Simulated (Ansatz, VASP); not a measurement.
# One calculation of TaN, two programs

```
Ta N
1.0
     0.00000    2.19812    2.19812
     2.19812    0.00000    2.19812
     2.19812    2.19812    0.00000
Ta N
1 1
Cartesian
  0.0000 0.0000 0.0000
  2.1981 2.1981 2.1981
```

Alike in both runs: functional r2SCAN; k mesh 16 × 16 × 16; occupations gaussian, width 0.1 eV; no spin polarisation.

Ansatz relaxed the structure, and its values are those at the end. VASP's run is a single point on that final structure, the one shown.

|  | VASP | Ansatz |
| --- | --- | --- |
| version | VASP 6.6.1 | Ansatz 0.2.0 |
| potentials or method | VASP PAW PBE potentials, release 64 (Ta_pv, N) | scalar-relativistic, plane waves, PAW |
| plane-wave cutoff (eV) | 520 | 500 |
| valence electrons in the cell | 16 | 18 |

Ansatz gave:

* gap on the k mesh at the Fermi level (eV): none
* pressure (GPa): 0.1

What did VASP give for the same quantities?

gap on the k mesh at the Fermi level (eV): none; pressure (GPa): 2.0.

A gap of «none» marks a metal or a gap that the smearing closes. With one functional, cell and mesh, what is left measures potentials, basis and numerics. The two sets of potentials don't hold the same shells in valence.

Caveats: the PAW data sets were made with another functional, which shifts forces and pressure a little (VASP). Spin-orbit coupling is left out, which matters for the levels of Ta.
